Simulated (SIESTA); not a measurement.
Crystal: Pb.

```xyz
1
Lattice="0.0000 2.4750 2.4750 2.4750 0.0000 2.4750 2.4750 2.4750 0.0000" Properties=species:S:1:pos:R:3 pbc="T T T"
Pb    0.0000    0.0000    0.0000
```

Base run:

```yaml
Program: SIESTA 5.4.2
Functional: PBE
Potentials_or_basis: PseudoDojo 0.4 standard (PBE files)
Basis: DZP (energy shift 0.002 Ry)
Grid_cutoff: 500 Ry
Energy_shift: 0.002 Ry
k_mesh: 9 × 9 × 9
Occupations: fermi-dirac, width 0.05 eV
Spin: no spin polarisation
```

Its results: band gap on the k mesh none (metal or under the smearing width); pressure 2.7 GPa.

Problem. The run is repeated on the same cell with these changes: functional from PBE to PBEGcGxHEG. What comes out?

Solution. Band gap on the k mesh none (metal or under the smearing width); pressure -1.4 GPa.

Caveats: semicore shells carry a single zeta, which can move pressures by several GPa and volumes by a few percent; spin-orbit coupling is left out, which moves the levels of the heavy elements; the basis of atomic orbitals isn't converged, which shifts pressures, moduli and gaps; the potentials were made for another functional, which shifts forces and pressure (some runs).
